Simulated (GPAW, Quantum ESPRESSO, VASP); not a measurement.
## Co: 3 runs at one level of theory

```xyz
6
Lattice="2.4874 0.0000 0.0000 -1.2437 2.1541 0.0000 0.0000 0.0000 25.2384" Properties=species:S:1:pos:R:3 pbc="T T T"
Co    0.0000    1.4361    7.5000
Co    1.2437    0.7180    9.6118
Co    0.0000    1.4361   11.5633
Co    1.2437    0.7180   13.6751
Co    0.0000    1.4361   15.6266
Co    1.2437    0.7180   17.7384
```

Alike in all runs: functional PBE; k mesh 12 × 12 × 1; occupations fermi-dirac, width 0.05 eV; collinear spin, ferromagnetic start; no spin-orbit coupling.

```csv
program and potentials,plane-wave cutoff (eV),notes,band gap (eV),net moment per atom (μB),largest force (eV/Å)
"VASP, PBE PAW files Co, 520 eV",520,9 valence electrons an atom on average,?,?,?
"Quantum ESPRESSO, PseudoDojo 0.4.1 SR PBE standard",1306,17 valence electrons an atom on average,no gap,1.70,0.918
"GPAW, GPAW PAW data sets (gpaw-data 1.2.1)",450,9 valence electrons an atom on average,no gap,1.68,0.975
```

Question: Estimate from the other rows what the run with VASP, PBE PAW files Co, 520 eV gave.

Answer: No band gap; net moment per atom 1.67 μB; largest force 0.902 eV/Å. The other rows, which needn't bracket it: net moment per atom 1.68 to 1.70; largest force 0.918 to 0.975.
